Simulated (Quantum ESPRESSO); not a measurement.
# CdS (Hawleyite) (F-43m) in Quantum ESPRESSO: notebook, part 2 of 2

Quantum ESPRESSO 7.5.

## Step 4: Dielectric tensor, PBEsol

The input, pw.in:

```
&CONTROL
  calculation = 'scf'
  prefix = 'pwscf'
  outdir = './tmp'
  pseudo_dir = './pseudo'
  tprnfor = .true.
  tstress = .true.
  disk_io = 'low'
/
&SYSTEM
  ibrav = 0
  nat = 2
  ntyp = 2
  ecutwfc = 45
  ecutrho = 360
  nbnd = 15
  occupations = 'smearing'
  smearing = 'fd'
  degauss = 0.00367493
/
&ELECTRONS
  conv_thr = 4d-10
  electron_maxstep = 120
  mixing_beta = 0.5
/
ATOMIC_SPECIES
Cd   112.4140 cd_pbesol_v1.uspp.F.UPF
S     32.0600 s_pbesol_v1.4.uspp.F.UPF
CELL_PARAMETERS angstrom
   0.0000000000    2.9165000000    2.9165000000
   2.9165000000    0.0000000000    2.9165000000
   2.9165000000    2.9165000000    0.0000000000
ATOMIC_POSITIONS angstrom
Cd     0.0000000000    0.0000000000    0.0000000000
S      4.3747500000    4.3747500000    4.3747500000
K_POINTS automatic
10 10 10 1 1 1
```

The input, gamma.in:

```
&CONTROL
  calculation = 'bands'
  prefix = 'pwscf'
  outdir = './tmp'
  pseudo_dir = './pseudo'
  disk_io = 'low'
  verbosity = 'high'
/
&SYSTEM
  ibrav = 0
  nat = 2
  ntyp = 2
  ecutwfc = 45
  ecutrho = 360
  nbnd = 15
  occupations = 'smearing'
  smearing = 'fd'
  degauss = 0.00367493
/
&ELECTRONS
  conv_thr = 1d-08
  electron_maxstep = 120
  mixing_beta = 0.5
  diago_full_acc = .true.
  startingwfc = 'random'
/
ATOMIC_SPECIES
Cd   112.4140 cd_pbesol_v1.uspp.F.UPF
S     32.0600 s_pbesol_v1.4.uspp.F.UPF
CELL_PARAMETERS angstrom
   0.0000000000    2.9165000000    2.9165000000
   2.9165000000    0.0000000000    2.9165000000
   2.9165000000    2.9165000000    0.0000000000
ATOMIC_POSITIONS angstrom
Cd     0.0000000000    0.0000000000    0.0000000000
S      4.3747500000    4.3747500000    4.3747500000
K_POINTS crystal
1
0.0 0.0 0.0 1
```

The input, scf2.in:

```
&CONTROL
  calculation = 'scf'
  prefix = 'pwscf'
  outdir = './tmp'
  pseudo_dir = './pseudo'
  tprnfor = .true.
  tstress = .true.
  disk_io = 'low'
/
&SYSTEM
  ibrav = 0
  nat = 2
  ntyp = 2
  ecutwfc = 45
  ecutrho = 360
  nbnd = 15
  occupations = 'fixed'
/
&ELECTRONS
  conv_thr = 1d-13
  electron_maxstep = 120
  mixing_beta = 0.5
  startingpot = 'file'
/
ATOMIC_SPECIES
Cd   112.4140 cd_pbesol_v1.uspp.F.UPF
S     32.0600 s_pbesol_v1.4.uspp.F.UPF
CELL_PARAMETERS angstrom
   0.0000000000    2.9165000000    2.9165000000
   2.9165000000    0.0000000000    2.9165000000
   2.9165000000    2.9165000000    0.0000000000
ATOMIC_POSITIONS angstrom
Cd     0.0000000000    0.0000000000    0.0000000000
S      4.3747500000    4.3747500000    4.3747500000
K_POINTS automatic
10 10 10 1 1 1
```

The input, ph.in:

```
dielectric of CdS
&INPUTPH
  prefix = 'pwscf'
  outdir = './tmp'
  tr2_ph = 1d-18
  fildyn = 'dyn'
  niter_ph = 90
  alpha_mix(1) = 0.7
  epsil = .true.
  trans = .false.
  zeu = .true.
/
0.0000000000 0.0000000000 0.0000000000
```

Potentials or basis: GBRV 1.5 PBEsol.

Started as:

```
> OMP_NUM_THREADS=1 pw.x -in pw.in > pw.out
> OMP_NUM_THREADS=1 pw.x -in gamma.in > gamma.out
> OMP_NUM_THREADS=1 pw.x -in scf2.in > scf2.out
> OMP_NUM_THREADS=1 ph.x -in ph.in > ph.out
```

pw.out:

```text
This program is part of the open-source Quantum ESPRESSO suite
     for quantum simulation of materials; please cite
[... 9 lines left out ...]
     --------------------
     sticks:   dense  smooth     PW     G-vecs:    dense   smooth      PW
     Sum        1507     745    241                38709    13635    2421

     Using Slab Decomposition

     bravais-lattice index     =            0
     lattice parameter (alat)  =       7.7943  a.u.
     unit-cell volume          =     334.8209 (a.u.)^3
     number of atoms/cell      =            2
     number of atomic types    =            2
     number of electrons       =        18.00
     number of Kohn-Sham states=           15
     kinetic-energy cutoff     =      45.0000  Ry
     charge density cutoff     =     360.0000  Ry
     scf convergence threshold =      4.0E-10
     mixing beta               =       0.5000
     number of iterations used =            8  plain     mixing
     Exchange-correlation= SLA  PW   PSX  PSC
                           (   1   4  10   8   0   0   0)

     celldm(1)=   7.794277  celldm(2)=   0.000000  celldm(3)=   0.000000
     celldm(4)=   0.000000  celldm(5)=   0.000000  celldm(6)=   0.000000

[... 8 lines left out ...]
               b(3) = (  0.707107  0.707107 -0.707107 )

     PseudoPot. # 1 for Cd read from file:
     cd_pbesol_v1.uspp.F.UPF
     Pseudo is Ultrasoft + core correction, Zval = 12.0
     Generated by new atomic code, or converted to UPF format
     Using radial grid of  889 points,  6 beta functions with:
                l(1) =   0
                l(2) =   0
                l(3) =   1
                l(4) =   1
                l(5) =   2
                l(6) =   2
[... 30 lines left out ...]

     Number of k-points >= 100: set verbosity='high' to print them.

     Dense  grid:    38709 G-vectors     FFT dimensions: (  48,  48,  48)

     Smooth grid:    13635 G-vectors     FFT dimensions: (  36,  36,  36)

     Initial potential from superposition of free atoms

     starting charge      17.4999, renormalised to      18.0000

     negative rho (up, down):  1.967E-02 0.000E+00
     Starting wfcs are   13 randomized atomic wfcs +    2 random wfcs

     Self-consistent Calculation

     iteration #  1     ecut=    45.00 Ry     beta= 0.50
     Davidson diagonalization with overlap
     ethr =  1.00E-02,  avg # of iterations =  6.6

     Threshold (ethr) on eigenvalues was too large:
     Diagonalizing with lowered threshold

     Davidson diagonalization with overlap
     ethr =  6.09E-04,  avg # of iterations =  1.8

     negative rho (up, down):  1.912E-02 0.000E+00
[... 58 lines left out ...]
     iteration #  8     ecut=    45.00 Ry     beta= 0.50
     Davidson diagonalization with overlap
     ethr =  1.39E-10,  avg # of iterations =  4.8

     negative rho (up, down):  1.957E-02 0.000E+00

     End of self-consistent calculation

     Number of k-points >= 100: set verbosity='high' to print the bands.

     the Fermi energy is     6.1542 ev

!    total energy              =    -138.58696262 Ry
     estimated scf accuracy    <          3.1E-10 Ry
     smearing contrib. (-TS)   =      -0.00000000 Ry
     internal energy E=F+TS    =    -138.58696262 Ry

     The total energy is F=E-TS. E is the sum of the following terms:
     one-electron contribution =     -38.36793573 Ry
     hartree contribution      =      32.54854108 Ry
     xc contribution           =     -47.42116765 Ry
     ewald contribution        =     -85.34640031 Ry

     convergence has been achieved in   8 iterations

     negative rho (up, down):  1.957E-02 0.000E+00

     Forces acting on atoms (cartesian axes, Ry/au):

     atom    1 type  1   force =     0.00000000    0.00000000    0.00000000
     atom    2 type  2   force =     0.00000000    0.00000000    0.00000000

     Total force =     0.000000     Total SCF correction =     0.000000

     Computing stress (Cartesian axis) and pressure

     negative rho (up, down):  1.957E-02 0.000E+00
          total   stress  (Ry/bohr**3)                   (kbar)     P=        0.46
   0.00000310  -0.00000000  -0.00000000            0.46       -0.00       -0.00
  -0.00000000   0.00000310  -0.00000000           -0.00        0.46       -0.00
  -0.00000000  -0.00000000   0.00000310           -0.00       -0.00        0.46

=------------------------------------------------------------------------------=
   JOB DONE.
=------------------------------------------------------------------------------=
```

gamma.out:

```text
This program is part of the open-source Quantum ESPRESSO suite
     for quantum simulation of materials; please cite
         "P. Giannozzi et al., J. Phys.:Condens. Matter 21 395502 (2009);
         "P. Giannozzi et al., J. Phys.:Condens. Matter 29 465901 (2017);
         "P. Giannozzi et al., J. Chem. Phys. 152 154105 (2020);
     in publications or presentations arising from this work. More details at
[... 350 lines left out ...]

          k = 0.0000 0.0000 0.0000 (  1687 PWs)   bands (ev):

    -6.8864  -2.1984  -2.1984  -2.1984  -1.7089  -1.7089   5.5228   5.5228
     5.5228   6.4955  11.9133  11.9133  11.9133  16.7084  16.8784

=------------------------------------------------------------------------------=
   JOB DONE.
=------------------------------------------------------------------------------=
```

Wall time 6.1 min (1 thread of Intel Xeon 6975P-C (Granite Rapids), shared host); peak memory 0.21 GiB.

Results:

| Property | Result |
| --- | --- |
| Free energy | -1885.5717 eV |
| Pressure | 0.0 GPa |
| Electronic dielectric tensor (diagonal) | 6.48 |
| Born charges (mean of the diagonal) | Cd +2.18; S -2.18 e |

Levels at points of the mesh, in eV from the valence-band top:
| k point | band 6 | band 7 | band 8 | band 9 | band 10 | band 11 | band 12 | band 13 |
| --- | --- | --- | --- | --- | --- | --- | --- | --- |
| (0.05, 0.05, 0.05) | -7.21 | -0.25 | 0.00 | 0.00 | 1.23 | 6.35 | 6.45 | 6.45 |

Electronic dielectric tensor:
```
6.48 0.00 0.00
0.00 6.48 0.00
0.00 0.00 6.48
```

Born effective charge tensors (e):
atom 1, Cd
```
2.18 0.00 0.00
0.00 2.18 0.00
0.00 0.00 2.18
```
atom 2, S
```
-2.18  0.00  0.00
 0.00 -2.18  0.00
 0.00  0.00 -2.18
```

## Step 5: Overview

| k mesh | pressure (GPa) |
| --- | --- |
| 6 × 6 × 6, shifted | 0.0 |
| 8 × 8 × 8, shifted | 0.0 |
| 10 × 10 × 10, shifted | 0.0 |

Alike in all rows: task dielectric tensor; level PBEsol; potentials or basis GBRV 1.5 PBEsol; no spin polarisation; cell as given; cutoff (eV) 612; smearing fermi-dirac 0.05 eV.

Total energies depend on the potentials used, so only differences within one code and one set of settings carry meaning.
